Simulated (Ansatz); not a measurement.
# How the conductance of ZrB2/MoSe2/Hf changes with thickness

How fast does the current through ZrB2/MoSe2/Hf fall with each added layer? The lower electrode is ZrB2 AlB2(0001), the upper one Hf hcp(0001); the barrier is MoSe2 3R layers (two layers in the relaxed core). In the first transport cell, after relaxation, the nearest pair of electrode and barrier is B–Se at 3.25 Å, at a slant, too long for a bond, at the lower face and Hf–Se at 2.73 Å, along the normal, at the upper one. A gap without bonds adds to the barrier. All share a net of side 3.18 Å, which strains the lower electrode by +0.0 %, the upper one by -0.6 % and the barrier by -3.6 %, against typed lattice constants near PBE's. The first steps treat the bulk electrodes alone.

Method: PBE+D3(BJ) DFT, plane waves, PAW files, in the first sound run; inputs show where later runs differ, in Ansatz 0.2.0.

Most raw output is cut from this account.

**1. Starting point**

The structure is hexagonal, space group P6/mmm (No. 191). Conventional cell: a = 3.180 Å, b = 3.180 Å, c = 3.550 Å, α = 90.00°, β = 90.00°, γ = 120.00°. Nearest to Zr lie 12 B at 2.55 Å. Nearest to B lie 3 B at 1.84 Å and 6 Zr at 2.55 Å. Farther neighbours are not listed.

Structure file:

```cif
data_structure
_symmetry_space_group_name_H-M 'P 1'
_symmetry_Int_Tables_number 1
_cell_length_a 3.1800
_cell_length_b 3.1800
_cell_length_c 3.5500
_cell_angle_alpha 90.000
_cell_angle_beta 90.000
_cell_angle_gamma 120.000
_cell_volume 31.09
loop_
_atom_site_label
_atom_site_type_symbol
_atom_site_fract_x
_atom_site_fract_y
_atom_site_fract_z
_atom_site_occupancy
Zr1 Zr 0.00000 0.00000 0.00000 1
B2 B 0.33333 0.66667 0.50000 1
B3 B 0.66667 0.33333 0.50000 1
```

**2. Layer spacing of the electrode, 3 atoms, electrode ZrB2 AlB2(0001)**

The electrode is held to the junction's net and relaxed along the normal; its spacing is used for the ideal lead layers.

input.yaml

```yaml
crystal:
  lattice:
    - [3.18, 0.0, 0.0]
    - [-1.59, 2.753960784, 0.0]
    - [0.0, 0.0, 3.55]
  atoms:
    - { symbol: Zr, position: [0.0, 0.0, 0.0] }
    - { symbol: B, position: [0.3333333333, 0.6666666667, 0.5] }
    - { symbol: B, position: [0.6666666667, 0.3333333333, 0.5] }
kpoints:
  mp_grid: { grid: [12, 12, 9] }
scf:
  occupations: { method: fermi_dirac, width: 0.1 }
  max_iter: 150
hamiltonian:
  xc: pbe
  dispersion: d3bj
relax:
  f_tol: 0.01
  max_steps: 40
  cell: { fix: [a, b, angles] }
```

On the command line:

```console
$ ansatz run input.yaml --threads 4 --pin off --max-ram 10240MiB --backend cpu --events-out ev --progress --plain --runs-dir out
```

Wall time 4.2 s (4 threads of Arm Neoverse V1, shared host); peak memory 0.36 GiB.

The steps of the relaxation:

| step | energy less that of the first step (eV) | largest force component (eV/Å) | pressure (GPa) | volume (Å³) |
| --- | --- | --- | --- | --- |
| 1 | 0.0000 | 0.0000 | -7.93 | 31.09 |
| 2 | -0.0017 | 0.0000 | -0.28 | 30.05 |
| 3 | -0.0130 | 0.0000 | -4.37 | 30.58 |
| 4 | -0.0131 | 0.0000 | -4.23 | 30.56 |
| 5* | -0.0125 | 0.0000 | -4.25 | 30.56 |
| 6 | -0.0125 | 0.0000 | -4.22 | 30.56 |
| 7* | -0.0125 | 0.0000 | -4.22 | 30.56 |

Relaxation steps marked * repeat the geometry before them on a plane-wave basis chosen anew for their cell, so energy and pressure can jump there.

The run keeps the 24 symmetry operations that it works with, so distortions that break them were not tested.

```
conventional cell, symmetrised  before  after  change
                         a (Å)   3.180  3.180  -0.0 %
                         b (Å)   3.180  3.180  -0.0 %
                         c (Å)   3.550  3.489  -1.7 %
              volume (Å³/atom)   10.36  10.19  -1.7 %
```

Final coordinates:

```xyz
3
Lattice="3.1800 0.0000 0.0000 -1.5900 2.7540 0.0000 0.0000 0.0000 3.4893" Properties=species:S:1:pos:R:3 pbc="T T T"
Zr    0.0000    0.0000    0.0000
B     0.0000    1.8360    1.7446
B     1.5900    0.9180    1.7446
```

Numbers from this step:

- free energy: -4499.8962 eV
- Fermi energy: 15.93 eV
- pressure: -4.221 GPa

The cell shrank by 1.7 % in volume.

**3. Layer spacing of the electrode, 2 atoms, electrode Hf hcp(0001)**

System of this step: Hf. The structure is hexagonal, space group P6_3/mmc (No. 194). Conventional cell: a = 3.180 Å, b = 3.180 Å, c = 5.072 Å, α = 90.00°, β = 90.00°, γ = 120.00°. Hf has 12 Hf at 3.13 to 3.18 Å nearest.

input.yaml, the sections that differ from step 2:

```yaml
crystal:
  lattice:
    - [3.18, 0.0, 0.0]
    - [-1.59, 2.753960784, 0.0]
    - [0.0, 0.0, 5.07209375]
  atoms:
    - { symbol: Hf, position: [0.0, 0.0, 0.0] }
    - { symbol: Hf, position: [0.3333333333, 0.6666666667, 0.5] }
kpoints:
  mp_grid: { grid: [12, 12, 6] }
# scf, hamiltonian, relax: as in step 2
```

Run time: 6.8 s. Hardware: 4 threads; peak memory 0.4 GiB.

Step by step:

| step | energy less that of the first step (eV) | largest force component (eV/Å) | pressure (GPa) | volume (Å³) |
| --- | --- | --- | --- | --- |
| 1 | 0.0000 | 0.0000 | -1.75 | 44.42 |
| 2 | -0.0012 | 0.0000 | 0.69 | 43.47 |
| 3 | -0.0039 | 0.0000 | -0.50 | 43.92 |
| 4 | -0.0039 | 0.0000 | -0.47 | 43.91 |
| 5* | -0.0037 | 0.0000 | -0.47 | 43.91 |

Relaxation steps marked * repeat the geometry before them on a plane-wave basis chosen anew for their cell, so energy and pressure can jump there.

The run keeps the 24 symmetry operations that it works with, so distortions that break them were not tested.

| conventional cell, symmetrised | before | after | change |
| --- | --- | --- | --- |
| a (Å) | 3.180 | 3.180 | -0.0 % |
| b (Å) | 3.180 | 3.180 | -0.0 % |
| c (Å) | 5.072 | 5.014 | -1.2 % |
| volume (Å³/atom) | 22.21 | 21.95 | -1.2 % |

Final coordinates:

```
Hf
1.0
     3.18000    0.00000    0.00000
    -1.59000    2.75396    0.00000
     0.00000    0.00000    5.01374
Hf
2
Direct
  0.00000 0.00000 0.00000
  0.33333 0.66667 0.50000
```

This step gave:

| Property | Result |
| --- | --- |
| free energy | -31443.6580 eV |
| Fermi energy | 20.31 eV |
| pressure | -0.4668 GPa |

The cell shrank by 1.2 % in volume.

**4. Relaxation**

System of this step: ZrB2/MoSe2/Hf. The cell holds 16 atoms: 2 Zr, 4 B, 4 Se, 2 Mo and 4 Hf. Its edges and angles: a = 3.180 Å, b = 3.180 Å, c = 44.540 Å, α = 90.0°, β = 90.0°, γ = 120.0°. Vacuum lies along c.

The starting distances are typed guesses, too rough for a quantity that is exponential in distance. A short slab in vacuum serves: only the barrier and the layers next to it are taken over, and later cells can add or drop layers in the barrier's middle. The dipole correction removes the field that unlike faces would set up across the vacuum. Dispersion is added because the sheets are held by van der Waals forces.

input.yaml

```yaml
crystal:
  lattice:
    - [3.18, 0.0, 0.0]
    - [-1.59, 2.753960784, 0.0]
    - [0.0, 0.0, 44.5398072917]
  atoms:
    - { symbol: Zr, position: [0.0, 0.0, 0.1796146074] }
    - { symbol: B, position: [0.33333333, 0.66666667, 0.2194665984] }
    - { symbol: B, position: [0.66666667, 0.33333333, 0.2194665984] }
    - { symbol: Zr, position: [0.0, 0.0, 0.2593185894] }
    - { symbol: B, position: [0.33333333, 0.66666667, 0.2991705804] }
    - { symbol: B, position: [0.66666667, 0.33333333, 0.2991705804] }
    - { symbol: Se, position: [0.0, 0.0, 0.3642808756] }
    - { symbol: Mo, position: [0.66666667, 0.33333333, 0.4017754249] }
    - { symbol: Se, position: [0.0, 0.0, 0.4392699742] }
    - { symbol: Se, position: [0.66666667, 0.33333333, 0.5094693499] }
    - { symbol: Mo, position: [0.33333333, 0.66666667, 0.5469638992] }
    - { symbol: Se, position: [0.66666667, 0.33333333, 0.5844584485] }
    - { symbol: Hf, position: [0.66666667, 0.33333333, 0.6495687437] }
    - { symbol: Hf, position: [0.33333333, 0.66666667, 0.7065076267] }
    - { symbol: Hf, position: [0.66666667, 0.33333333, 0.7634465096] }
    - { symbol: Hf, position: [0.33333333, 0.66666667, 0.8203853926] }
kpoints:
  mp_grid: { grid: [8, 8, 1] }
scf:
  occupations: { method: fermi_dirac, width: 0.1 }
  max_iter: 150
hamiltonian:
  xc: pbe
  dispersion: d3bj
efield:
  axis: 3
  dipole_correction: true
relax:
  f_tol: 0.04
  max_steps: 60
output:
  forces: true
```

Wall time 89 s (4 threads); peak memory 1.6 GiB; 5.8 min of CPU time.

The steps of the relaxation:

```csv
step,energy less that of the first step (eV),largest force component (eV/Å)
1,0.0000,1.2921
2,-0.2574,0.6449
3,-0.3391,0.1590
4,-0.3553,0.0441
5,-0.3622,0.0375
```

Forces are held to the 6 operations that the run works with; a distortion that breaks them can't arise in this run.

The atoms that moved most (Å):

```csv
atom,dx,dy,dz,length
Hf16,0.000,0.000,-0.363,0.363
Zr1,0.000,0.000,0.340,0.340
Hf14,0.000,0.000,-0.281,0.281
Zr4,0.000,0.000,0.262,0.262
B2,0.000,0.000,0.248,0.248
B3,0.000,0.000,0.248,0.248
Hf15,0.000,0.000,-0.206,0.206
Hf13,0.000,0.000,-0.181,0.181
```

Numbers from this step:

| Item | Value |
| --- | --- |
| free energy | -103676.0192 eV |
| Fermi energy | 9.647 eV |

The largest force component on a free atom ends at 0.037 eV/Å. At one or more of this run's solves the program warned of density in the dipole ramp over its bound, where dipole, forces and levels can be off.

**5. The open system: T(E)**

This step: PBE DFT, plane waves, PAW files; ballistic transmission by layer matching between semi-infinite leads (Ansatz 0.2.0).

System of this step: ZrB2/MoSe2/Hf. The cell holds 40 atoms: 16 B, 7 Zr, 4 Se, 2 Mo and 11 Hf. Its edges and angles: a = 3.180 Å, b = 3.180 Å, c = 78.617 Å, α = 90.0°, β = 90.0°, γ = 120.0°. Regions: left electrode, 23 atoms (16 B and 7 Zr); barrier, 6 atoms (4 Se and 2 Mo); right electrode, 11 atoms (11 Hf). Vacuum lies along c.

The relaxed core is set between ideal electrode layers (this cell holds 6 atomic planes between the electrodes; where that differs from the relaxed slab, whole periods were copied in or cut out without a new relaxation), which the solver continues as semi-infinite leads. A wide energy window on a coarse mesh (12×12) shows where the Fermi level lies against the barrier's bands; the projected density of states shows how far the metals' states reach in.

input.yaml

```yaml
crystal:
  lattice:
    - [3.18, 0.0, 0.0]
    - [-1.59, 2.753960784, 0.0]
    - [0.0, 0.0, 78.616562306]
  atoms:
    - { symbol: B, position: [0.33333333, 0.66666667, 0.089039762] }
    - { symbol: B, position: [0.66666667, 0.33333333, 0.089039762] }
    - { symbol: Zr, position: [0.0, 0.0, 0.11123152] }
    - { symbol: B, position: [0.33333333, 0.66666667, 0.1334232779] }
    - { symbol: B, position: [0.66666667, 0.33333333, 0.1334232779] }
    - { symbol: Zr, position: [0.0, 0.0, 0.1556150358] }
    - { symbol: B, position: [0.33333333, 0.66666667, 0.1778067937] }
    - { symbol: B, position: [0.66666667, 0.33333333, 0.1778067937] }
[... 28 atom lines left out ...]
    - { symbol: Hf, position: [0.33333333, 0.66666667, 0.8152983759] }
    - { symbol: Hf, position: [0.66666667, 0.33333333, 0.8471856632] }
    - { symbol: Hf, position: [0.33333333, 0.66666667, 0.8790729506] }
    - { symbol: Hf, position: [0.66666667, 0.33333333, 0.910960238] }
kpoints:
  mp_grid: { grid: [12, 12, 1] }
scf:
  occupations: { method: fermi_dirac, width: 0.1 }
  max_iter: 150
hamiltonian:
  xc: pbe
output:
  transmission:
    kmesh: [12, 12]
    e_range: [-2.5, 2.5]
    de: 0.1
    leads: [[9, 12], [34, 36]]
  dos: { projected: true, e_range: [-6, 5], de: 0.05 }
  write_potential: true
  write_density: true
  volumetric_format: npy
  elf: true
```

Elapsed: 8.8 min, on 4 threads; peak memory 6.8 GiB.

This step gave:

```yaml
free_energy: -236525.2366 eV
fermi_energy: 13.66 eV
level_to_which_the_leads_are_filled: 0 eV from the Fermi level
transmission_at_the_fermi_level_a_spin_zone_mean: 3.35e-4
channels_of_the_lower_lead: 0.3403
channels_of_the_upper_lead: 0.75
potential_step_in_the_lower_lead: 55.8 meV
potential_step_in_the_upper_lead: 25.2 meV
```

One spin. The transmission, zone mean by energy, zero at the Fermi level:

| energy (eV) | transmission, zone mean |
| --- | --- |
| -2.50 | 9.1e-5 |
| -2.30 | 0.00133 |
| -2.20 | 0.00267 |
| -2.00 | 9.2e-4 |
| -1.80 | 0.00230 |
| -1.60 | 0.00194 |
| -1.50 | 0.0117 |
| -1.30 | 0.00348 |
| -1.10 | 0.00965 |
| -0.90 | 0.00572 |
| -0.80 | 0.00324 |
| -0.60 | 8.8e-4 |
| -0.40 | 2.9e-7 |
| -0.30 | 1.9e-6 |
| -0.10 | 1.6e-4 |
| 0.00 | 3.3e-4 |
| 0.10 | 3.3e-4 |
| 0.30 | 0.00149 |
| 0.40 | 0.00189 |
| 0.60 | 0.00702 |
| 0.80 | 0.0455 |
| 0.90 | 0.0371 |
| 1.10 | 0.0104 |
| 1.20 | 0.0404 |
| 1.30 | 0.0117 |
| 1.50 | 0.183 |
| 1.60 | 0.178 |
| 1.80 | 0.280 |
| 2.00 | 0.245 |
| 2.10 | 0.296 |
| 2.20 | 0.146 |
| 2.30 | 0.145 |
| 2.40 | 0.190 |
| 2.50 | 0.144 |

One spin. The open channels, zone mean by energy, zero at the Fermi level:

```csv
energy (eV),lower lead,upper lead
-2.50,0.611,0.708
-2.30,0.743,0.458
-2.20,0.868,0.646
-2.00,0.75,0.576
-1.80,0.854,0.479
-1.60,0.812,0.576
-1.50,0.771,0.868
-1.30,0.521,1.10
-1.10,0.604,1.52
-0.90,0.632,1.60
-0.80,0.632,1.48
-0.60,0.424,0.792
-0.40,0.215,0.417
-0.30,0.257,0.333
-0.10,0.340,0.569
0.00,0.340,0.75
0.10,0.340,0.75
0.30,0.521,1.08
0.40,0.479,1.14
0.60,0.604,1.47
0.80,0.771,1.19
0.90,0.785,1.15
1.10,1.03,1.12
1.30,1.20,1.23
1.50,1.41,1.19
1.60,1.53,1.01
1.80,1.69,1.16
2.00,1.69,0.993
2.20,1.81,1.03
2.30,1.72,1.08
2.50,1.89,1.03
```

Transmission over k1 and k2. At 0.0000 eV from the Fermi level.

Ten even steps from '_' (0.00 × 1e-3) to '@' (5.30 × 1e-3):
```
________________@@____@@
::______________::______
________________________
::__________________::@@
________________________
________________________
________________________
::@@::__________________
________________________
::______::______________
__@@____@@______________
____::__::______::__::__
```
Columns: k1 (b1) from -0.5 to 0.417; rows upwards: k2 (b2) from -0.5 to 0.417.

Open channels of the lower lead over k1 and k2. At 0.0000 eV from the Fermi level.

Ten even steps from '_' (0.00) to '@' (2.00):
```
________________++____++
++______@@______++______
________________________
++__@@____@@____@@__++++
________@@++++@@________
__________++++++________
__________@@++++@@______
++++++__@@____@@____@@__
________________________
++______++______@@______
__++____++______________
____++__++______++__++__
```
Columns: k1 (b1) from -0.5 to 0.417; rows upwards: k2 (b2) from -0.5 to 0.417.

Open channels of the upper lead over k1 and k2. At 0.0000 eV from the Fermi level.

Values, 12 rows by 12 columns:
```
0.00 0.00 0.00 0.00 0.00 0.00 0.00 0.00 2.00 2.00 2.00 2.00
2.00 0.00 0.00 0.00 0.00 0.00 0.00 0.00 2.00 2.00 2.00 2.00
2.00 0.00 0.00 0.00 0.00 0.00 0.00 0.00 0.00 2.00 2.00 2.00
2.00 0.00 0.00 0.00 2.00 1.00 2.00 0.00 0.00 0.00 2.00 2.00
0.00 0.00 0.00 0.00 1.00 2.00 2.00 1.00 0.00 0.00 0.00 0.00
0.00 0.00 0.00 0.00 2.00 2.00 2.00 2.00 2.00 0.00 0.00 0.00
0.00 0.00 0.00 0.00 0.00 1.00 2.00 2.00 1.00 0.00 0.00 0.00
2.00 2.00 2.00 0.00 0.00 0.00 2.00 1.00 2.00 0.00 0.00 0.00
2.00 2.00 2.00 2.00 0.00 0.00 0.00 0.00 0.00 0.00 0.00 0.00
2.00 2.00 2.00 2.00 2.00 0.00 0.00 0.00 0.00 0.00 0.00 0.00
0.00 2.00 2.00 2.00 2.00 0.00 0.00 0.00 0.00 0.00 0.00 0.00
0.00 0.00 2.00 2.00 2.00 0.00 0.00 0.00 2.00 2.00 2.00 0.00
```
Columns: k1 (b1) from -0.5 to 0.417; rows upwards: k2 (b2) from -0.5 to 0.417.

Projected DOS an atom over height of the atomic layer and energy from the Fermi level. Layers: B2 Zr B2 Zr B2 Zr B2 Zr B2 Zr B2 Zr B2 Zr B2 Se Mo Se Se Mo Se Hf Hf Hf Hf Hf Hf Hf Hf Hf Hf Hf; projections on atoms miss part of the total, and the computed bands can run out at the top of the range; a column is the mean of 2 neighbouring layers, the last of those left over.

Ten even steps from '_' (0.05 states/eV) to '@' (1.60 states/eV), each cell a mean:
```
..::::::::::..______..::........
::----------::..::__..::..::....
::::::--::::::..--__....::::::--
::::--::--::::..::--::::::::::==
--------::--::::##==::--------++
::--::::::--::::@@**--==------**
..::::::::::....++%%++########**
__..::::::....__..%%**@@@@@@@@%%
____......________..==@@@@@@%%@@
..__________________==**######%%
==..________..::....====------##
..__________..--##..--%%%%%%%%##
--::..........--======**######%%
....::::::::::--**++::========--
++==--------==--****==**++++++==
::------------::====--==========
::==++======--::==++--========--
..::::::::::::--==++----------::
..::::::..::::--====::..........
....::::::::......::::........__
..............--++====__________
..............::==--..__________
```
Columns: height of the atomic layer (Å) from 7.87 to 70.4 (not evenly spaced); rows upwards: energy from the Fermi level (eV) from -6 to 5.05.

Electrostatic potential energy in the ca plane at fractional y = 0.333, with atoms of B and Mo and Se and Hf within 0.2 Å of it. With pseudopotentials it is smooth inside the atoms' cores, unlike the true potential.

Ten even steps from '0' (-33 eV) to '9' (20 eV), each cell a mean:
```
99999999999999999987788878887788877888778887
99999999999999999730278888861148888884016888
99999999999999999610068999840027899872004899
99999999999999999841378888862158888885126888
99999999999999999987888878887788877888778887
99999999999999999998887666788888766788888766
99999999999999999998887556788888655678888765
99999999999999999998887667888888766788888876
```
Columns run along c (16.0 Å, from fractional 0.00 to 0.20 of the cell; values clipped at the 3rd and 97th percentile), rows up along a (3.2 Å). Atoms in or near the plane, at fractional coordinates: B at (0.09, 0.67), B at (0.13, 0.67), B at (0.18, 0.67).

ELF in the ca plane at fractional y = 0.333, with atoms of B and Mo and Se and Hf within 0.2 Å of it. It is the smooth field of the valence electrons, not physical close to the nuclei.

Ten even steps from '0' (0.04) to '9' (0.85), each cell a mean:
```
65420169988742136888873125652233212321366412
32100499746762247755895169995247666533799842
11000599513763247613895279997258887634999952
32100399856852247766994159995246555522799832
66530168988742226888873124541232222221255312
88862013555322322455421111123321231133211233
88874000122113421221101233335421342135432354
77762014666422222566532111112321221133111123
```
Columns run along c (16.0 Å, from fractional 0.47 to 0.68 of the cell), rows up along a (3.2 Å). Atoms in or near the plane, at fractional coordinates: Se at (0.51, 0.67), Se at (0.56, 0.67), Hf at (0.59, 0.67), Hf at (0.66, 0.67).

Valence density in the ca plane at fractional y = 0.333, with atoms of B and Mo and Se and Hf within 0.2 Å of it. It is the smooth field of the valence electrons, not physical close to the nuclei.

Ten even steps from '0' (0.00 e/Å³) to '9' (0.88 e/Å³), each cell a mean:
```
00000000000000001256643333346653333335664333
00000000000000001367753222367764222347776322
00000000000000001354653222465475322357466422
00000000000000001367753222367764222246775322
00000000000000001246543333346653333335664333
00000000000000000134433565334443466434443357
00000000000000000134434797434433599533443469
00000000000000000134433565334443466434443356
```
Columns run along c (16.0 Å, from fractional 0.00 to 0.20 of the cell), rows up along a (3.2 Å). Atoms in or near the plane, at fractional coordinates: B at (0.09, 0.67), B at (0.13, 0.67), B at (0.18, 0.67).

At the Fermi level the transmission is 3.3e-4, as a zone mean for one spin on this coarse mesh. At the Fermi level the layers of this cell's barrier hold from 0.036 to 0.40 states an eV and atom. In the worse lead the potential repeats within 56 meV, which the program flags as too much for a lead, so G carries that doubt.

[end of part 1 of 3]

[Logs are printed without paths, hosts, clocks, repeated set-up lines and the standing remarks that a program may print on its own settings, such as how far it seeks lower states.]

[Hosts, paths, dates, database ids (printed as entryN), source tags and the programs' standing remarks are cut or masked in the printed files.]
